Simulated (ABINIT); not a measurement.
V: equation of state with PBE+D3(BJ)

Crystal: V.

```
V
1.0
    -1.51435    1.51435    1.51435
     1.51435   -1.51435    1.51435
     1.51435    1.51435   -1.51435
V
1
Direct
  0.00000 0.00000 0.00000
```

| Property | Result |
| --- | --- |
| Program | ABINIT 10.8.3 (patched build) |
| Task | equation of state |
| Functional | PBE |
| Dispersion | D3(BJ) |
| Potentials or basis | JTH PAW PBE v2.0 |
| Cutoff | 408 eV |
| k mesh | 12 × 12 × 12 |
| Occupations | fermi-dirac, width 0.05 eV |
| Spin | collinear spin, ferromagnetic start |
| Starting moments | [2.0] μB |

The equilibrium volume is 12.89 Å³/atom (rough: see the caveat) and the bulk modulus is 198 GPa (rough).

Energy against volume, from the lowest point:
```
volume (Å³/atom)  energy (meV/atom)
          13.058               0.00
          13.336               7.58
          13.613              21.43
          13.891              40.90
          14.169              65.44
          14.447              94.54
          14.725             127.75
```

Wall time 87 s on 1 thread of Arm Neoverse V1, with other jobs on the host, peak memory 0.14 GiB.

Caveat: pressures at fixed basis lie under the slope of the energies; the minimum lies outside the volumes run.
